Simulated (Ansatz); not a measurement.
PbSe (zincblende), relaxed with r2SCAN, was run in the PAW code Ansatz under altered settings. All numbers are computed, without spin polarisation but where a row says otherwise.

```xyz
2
Lattice="0.0000 3.4232 3.4232 3.4232 0.0000 3.4232 3.4232 3.4232 0.0000" Properties=species:S:1:pos:R:3 pbc="T T T"
Pb    0.0000    0.0000    0.0000
Se    1.7116    1.7116    1.7116
```

The base run's other keys:
```yaml
kpoints:
  mp_grid: { grid: [4, 4, 4] }
hamiltonian:
  xc: pbesol
scf:
  occupations: { method: fixed }
  n_extra_bands: 4
```

It takes 6 iterations with 1471 plane waves at 420 eV and 8 k points, and leaves a mean stress of -0.95 GPa. The gap over this mesh is 0.544 eV. It ran on 4 threads of Arm Neoverse V1, on a shared host.

Outcomes, with energy and stress as changes against the base:
```tsv
setting	outcome	ΔF (meV/atom)	Δ mean stress (GPa)	gap on the mesh (eV)	iterations	wall time
basis.ecutwfc: 250	converged, warned	+510	+0.11	0.569	7	0.52 s
scf.occupations: methfessel_paxton 0.5	converged	+3.0	-0.06	0.546	6	1.1 s
basis.ecutwfc: 160	converged, warned	+17609	+5.75	0.978	8	0.44 s
scf.convergence.dr2_threshold: 0.01	converged, warned	0.0	0.0	0.544	6	0.76 s
crystal.symmetry.detect: false	converged	0.0	0.00	0.544	6	1.8 s
hamiltonian.dispersion: rvv10	refused	–	–	–	–	0.01 s
scf.occupations: cold 1.5	converged	+116	-1.72	–	6	0.73 s
scf.mixing.ndim: 30	converged	0.0	0.00	0.544	6	0.71 s
kpoints.mp_grid.grid: [8, 8, 1]	converged, warned	+273	+1.97	0.793	7	1.4 s
basis.ecutwfc: 120	converged, warned	+67241	-1.84	1.886	8	0.4 s
scf.mixing.beta: -0.3	refused	–	–	–	–	0.01 s
hamiltonian.xc: scan	refused	–	–	–	–	0.01 s
hamiltonian.xc: r2scan (cutoff then 500 eV)	converged	–	+0.88	0.797	6	1.5 s
```
A dash marks a value that wasn't obtained or can't be compared. Stress is positive in compression. Its mean hides that meshes of lower symmetry stress the axes unequally. The base took 0.7 s.

- basis.ecutwfc: 250. 725 plane waves in place of 1471. The free energy moves by +510 meV an atom, the mean stress by +0.11 GPa and the gap on the mesh by +0.025 eV (to 0.569). The basis is too small: these are errors of the cutoff. Warned: cutoff below recommended.
- basis.ecutwfc: 160. 339 plane waves in place of 1471. The free energy moves by +17609 meV an atom, the mean stress by +5.75 GPa and the gap on the mesh by +0.435 eV (to 0.978). The basis is too small: these are errors of the cutoff. Warned: cutoff below recommended.
- scf.convergence.dr2_threshold: 0.01. It converges in 6 iterations, as the base does. Even so loose a threshold leaves the results unchanged here, which can't be counted on. Warned: force scf threshold loose, stress scf threshold loose.
- hamiltonian.dispersion: rvv10. The program doesn't start. Error: inconsistent input (hamiltonian.dispersion, hamiltonian.xc): `dispersion: rvv10` has no transferable b for PBE exchange — Sabatini et al. (2013) fitted b=6.3 to rPW86, and the PBE refits of Peng & Perdew (2017) are task-dependent (b=6.6 S22 / b=10.0 layered). Use `xc: {exchange: rpw86, correlation […]
- kpoints.mp_grid.grid: [8, 8, 1]. The free energy moves by +273 meV an atom, the mean stress by +1.97 GPa (single components by up to 6.7) and the gap on the mesh by +0.249 eV (to 0.793). The mesh breaks the crystal's symmetry, so the stress, and any force that symmetry no longer fixes, lose it too. The gap changes mostly because other points are sampled; a mesh that misses a band edge overestimates it. The mesh is too coarse. Warned: symmetry narrowed by mesh.
- basis.ecutwfc: 120. 259 plane waves in place of 1471. The free energy moves by +67241 meV an atom, the mean stress by -1.84 GPa and the gap on the mesh by +1.342 eV (to 1.886). The basis is too small: these are errors of the cutoff. Warned: cutoff below recommended.
- scf.mixing.beta: -0.3. The program doesn't start. Error: invalid value for `scf.mixing.beta`: must be finite and in (0, 1]; got -0.3
- hamiltonian.xc: scan. It is rejected at once. Error: YAML parse error: line 12 column 7: hamiltonian.xc: unknown variant `scan`, expected one of […]

Within 1 meV an atom, 0.1 GPa and 0.005 eV of the base stay: scf.convergence.dr2_threshold: 0.01; crystal.symmetry.detect: false; scf.mixing.ndim: 30.

Spin-orbit coupling is left out; in compounds of Pb, Bi, Tl or Hg it can lower a gap by up to about 1 eV, split its edges or invert the bands.
